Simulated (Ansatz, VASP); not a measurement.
# Cross-check of BaS between VASP and Ansatz, part 2 of 2

One calculation is typed for both programs; each brings its own data sets and cutoff. How far apart do they land?

VASP 6.6.1 and Ansatz 0.2.0.

So far. Step 2 (Ansatz: single point, PBE): The run ends at a pressure of 0.84 GPa. Step 6 (Ansatz: single point, LDA): The run ends at a pressure of -2.47 GPa.

**10. Ansatz: single point, PBE, spin-orbit coupling**

Level of this step: Ansatz beside VASP: Kohn-Sham DFT, plane waves, PBE, spin-orbit coupling (Ansatz).

With cell and atoms fixed, the geometry can't cause a difference; cores, projectors, grids and the points listed under the comparison can.

The input, input.yaml:

```yaml
crystal:
  lattice:
    - [0.0, 3.19375, 3.19375]
    - [3.19375, 0.0, 3.19375]
    - [3.19375, 3.19375, 0.0]
  atoms:
    - { symbol: Ba, position: [0.0, 0.0, 0.0] }
    - { symbol: S, position: [0.5, 0.5, 0.5] }
hamiltonian:
  xc: pbe
  pseudopotentials: { kind: paw_fr }
magnetization:
  noncollinear: true
  spin_orbit: true
kpoints:
  mp_grid: { grid: [7, 7, 7] }
scf:
  occupations: { method: gaussian, width: 0.05 }
  n_extra_bands: 8
output:
  forces: true
  stress: true
  eigenvalues: true
```

Launch:

```bash
ansatz run input.yaml --threads 2 --pin off --max-ram 4608MiB --backend cpu --events-out ev --progress --plain --runs-dir out
```

Numbers of over 12 decimals in the logs are rounded to 6 here.

The program printed:

```text
[...]
non-collinear run that drives no moment, with spin-orbit: no starting moment large enough to seed its density (crystal.atoms[].spin), no starting occupations that ask for one, no magnetisation constraint and no magnetic field, so the semilocal B_xc is pinned to zero
Crystal: 2 atoms, lattice volume = 65.153 Å³
[...]
k-point 0: bands = [... 12 lower, 5.8350, 5.8350, 5.8350, 5.8350, 9.4803, 9.4803, 9.7347, 9.7347, ... 4 higher]
  k-point 1: bands = [... 12 lower, 5.5200, 5.5200, 5.5837, 5.5837, 9.7339, 9.7339, 10.0253, 10.0253, ... 4 higher]
  k-point 2: bands = [... 12 lower, 5.0815, 5.0815, 5.1296, 5.1296, 10.0350, 10.0350, 10.8232, 10.8232, ... 4 higher]
  k-point 19: bands = [... 12 lower, 5.2358, 5.2358, 5.3734, 5.3734, 9.7497, 9.7497, 10.6277, 10.6277, ... 4 higher]
[key lines of the parts left out:]
SCF converged after 7 iterations
Magnetization: |M| = 0.0000 μB,  M = (+0.0000, +0.0000, +0.0000) μB
Free energy (F): -6860.628052 eV
Fermi energy:    6.944049 eV
P = ⅓ Tr σ = 0.8246 GPa (8.246 kbar)
```

It took 3.9 s on 2 threads of Arm Neoverse V1, shared host; peak memory 0.45 GiB.

The run ends at a pressure of 0.82 GPa.

**11. VASP: single point, PBE, spin-orbit coupling**

The same cell, functional, mesh and smearing now go to VASP, with its own data sets and cutoff.

The input, INCAR:

```
SYSTEM = BaS
PREC = Accurate
ENCUT = 400
EDIFF = 1E-07
NELM = 100
ISMEAR = 0
SIGMA = 0.05
LREAL = .FALSE.
ALGO = Normal
GGA = PE
LNONCOLLINEAR = .TRUE.
MAGMOM = 0 0 0 0 0 0
NBANDS = 80
GGA_COMPAT = .FALSE.
LASPH = .TRUE.
LSORBIT = .TRUE.
LWAVE = .FALSE.
LCHARG = .FALSE.
KPAR = 4
LOPTICS = .TRUE.
NEDOS = 2000
CSHIFT = 0.15
```

The input, POSCAR:

```
BaS
1.0
    0.0000000000      3.1937500000      3.1937500000
    3.1937500000      0.0000000000      3.1937500000
    3.1937500000      3.1937500000      0.0000000000
Ba S
1 1
Direct
    0.0000000000      0.0000000000      0.0000000000
    0.5000000000      0.5000000000      0.5000000000
```

The input, KPOINTS:

```
Automatic mesh
0
Gamma
7 7 7
0 0 0
```

The projector-augmented-wave data sets are Ba_sv and S (PBE family, release 64).

Launch:

```bash
mpirun -np 4 vasp_ncl
```

The program printed:

```text
[... set-up lines as in an earlier step ...]
 entering main loop
       N       E                     dE             d eps       ncg     rms          rms(c)
DAV:   1     0.742991775550E+02    0.74299E+02   -0.45730E+03  3200   0.281E+02
DAV:   2    -0.758679371056E+01   -0.81886E+02   -0.77194E+02  4136   0.920E+01
DAV:   3    -0.108091822883E+02   -0.32224E+01   -0.31431E+01  4344   0.159E+01
DAV:   4    -0.108610571277E+02   -0.51875E-01   -0.51814E-01  4000   0.176E+00
[...]
DAV:  12    -0.103792798535E+02   -0.41545E-04   -0.33049E-05  3864   0.190E-02    0.532E-03
DAV:  13    -0.103792820245E+02   -0.21711E-05   -0.19165E-06  3752   0.440E-03    0.654E-03
DAV:  14    -0.103792820133E+02    0.11253E-07   -0.20979E-07  3824   0.180E-03
   1 F= -.10379282E+02 E0= -.10379282E+02  d E =-.892596E-13  mag=     0.0000     0.0000    -0.0000
 optical routines
 imaginary and real dielectric function
 recalculating local potential from charge density
 direction            1
 direction            2
 direction            3
```

Parts of OUTCAR (step 11):

```text
  Total        0.5753863      0.5753863      0.5753863      0.0000000     -0.0000000      0.0000000
  in kB       14.1493790     14.1493790     14.1493790      0.0000000     -0.0000000      0.0000000
  external PRESSURE =      14.1493790 kB  Pullay stress =       0.0000000 kB

 POSITION                                       TOTAL-FORCE (eV/Angst)
 -----------------------------------------------------------------------------------
      0.00000      0.00000      0.00000        -0.000000      0.000000     -0.000000
      3.19375      3.19375      3.19375         0.000000     -0.000000      0.000000
 -----------------------------------------------------------------------------------
    total drift:                                0.000000      0.000000      0.000000

  FREE ENERGIE OF THE ION-ELECTRON SYSTEM (eV)
  ---------------------------------------------------
  free  energy   TOTEN  =       -10.3792820133 eV

  energy  without entropy=      -10.3792820133  energy(sigma->0) =      -10.37928201

[... 1 part as in an earlier step ...]

[... 2 further parts left out ...]
[key lines of the parts left out:]
E-fermi :   1.7330
```

**12. Differences**

What differs besides the data sets and the points named for the pairs above, as far as they apply: spin-orbit coupling enters by fully relativistic files in Ansatz and inside the spheres in VASP. Total energies have different zeros and are not compared.

Both answers:

| quantity | Ansatz | VASP | difference |
| --- | --- | --- | --- |
| pressure (GPa) | 0.82 | 1.41 | -0.59 |
| gap on the k mesh (eV) | 2.219 | 2.115 | +0.104 |

A gap on the mesh is an upper bound, since the band edges may lie between its points.

**13. What the set-up changes**

Further runs change the set-up of one program: Ansatz's method, potentials or start, or VASP's data sets, cutoff or form of LDA. The table gives Ansatz less VASP for each quantity, since a change that brings one quantity closer may part another.

| run | pressure (GPa) | gap on the k mesh (eV) |
| --- | --- | --- |
| as above | -0.59 | 0.10 |
| Ansatz's larger PAW set (cutoff 580 eV) | -0.59 | 0.10 |
| norm-conserving potentials (cutoff 770 eV) | -0.62 | 0.11 |

**14. Results**

* difference in gap on the k mesh (single point, PBE): 0.099 eV
* difference in pressure (single point, PBE): -0.60 GPa
* difference in gap on the k mesh (single point, LDA): 0.11 eV
* difference in pressure (single point, LDA): -0.72 GPa
* difference in gap on the k mesh (single point, PBE, spin-orbit coupling): 0.10 eV
* difference in pressure (single point, PBE, spin-orbit coupling): -0.59 GPa

In words: The difference in gap on the k mesh is 0.11 eV (single point, LDA), beyond the 0.08 eV picked in this series as the mark of a large difference. For single point, PBE, no further run moves any of the tabulated differences by more than a quarter of its size. For single point, LDA, no further run moves any of the tabulated differences by more than a quarter of its size. For single point, PBE, spin-orbit coupling, no further run moves any of the tabulated differences by more than a quarter of its size. 1 further run of this series is not shown here. How closely two codes agree says nothing of how well the functional describes the real material.

[Lines on the potential files, build, host, timing and source positions are cut from VASP's logs without a mark.]

[Logs are printed without paths, hosts, clocks, repeated set-up lines and the standing remarks that a program may print on its own settings, such as how far it seeks lower states.]

[Hosts, paths, dates, database ids (printed as entryN), source tags and the programs' standing remarks are cut or masked in the printed files.]
